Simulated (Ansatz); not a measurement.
Crystal: TiC.

```xyz
2
Lattice="0.0000 2.1657 2.1657 2.1657 0.0000 2.1657 2.1657 2.1657 0.0000" Properties=species:S:1:pos:R:3 pbc="T T T"
Ti    0.0000    0.0000    0.0000
C     2.1657    2.1657    2.1657
```

The cell is a database's computed one.

* Program: Ansatz 0.2.0
* Task: relaxation of cell and atoms
* Functional: HSE06
* Potentials or basis: Ansatz PAW
* Cutoff: 420 eV (not typed: the program's choice for these potentials)
* k mesh: 6 × 6 × 6
* Occupations: fermi-dirac, width 0.05 eV
* Spin: no spin polarisation

At the start: volume 10.16 Å³/atom.

Task: How do energy, volume and symmetry change on relaxing?

Result: It ends after 4 steps and the volume is 9.98 Å³/atom (-1.7 %); space group Fm-3m (No. 225, to 0.05 Å).

The path:
```csv
step,energy change (eV),largest force (eV/Å),volume (Å³)
1,0.0000,0.0000,20.32
2,-0.0057,0.0000,19.99
3,-0.0057,0.0000,19.96
4,-0.0052,0.0000,19.96
```

Final structure:
```
Ti C
1.0
     0.00000    2.15315    2.15315
     2.15315    0.00000    2.15315
     2.15315    2.15315    0.00000
Ti C
1 1
Direct
  0.00000 0.00000 0.00000
  0.50000 0.50000 0.50000
```

Caveat: the k mesh is coarse (spacing up to 0.42 Å⁻¹), so the values aren't converged, least of all with exact exchange; the plane-wave basis is chosen anew once the cell has moved, so the energies of steps on either side of that aren't comparable; the PAW data sets come from PBE, with cores solved anew for the run's functional, which leaves a small shift of forces and pressure.
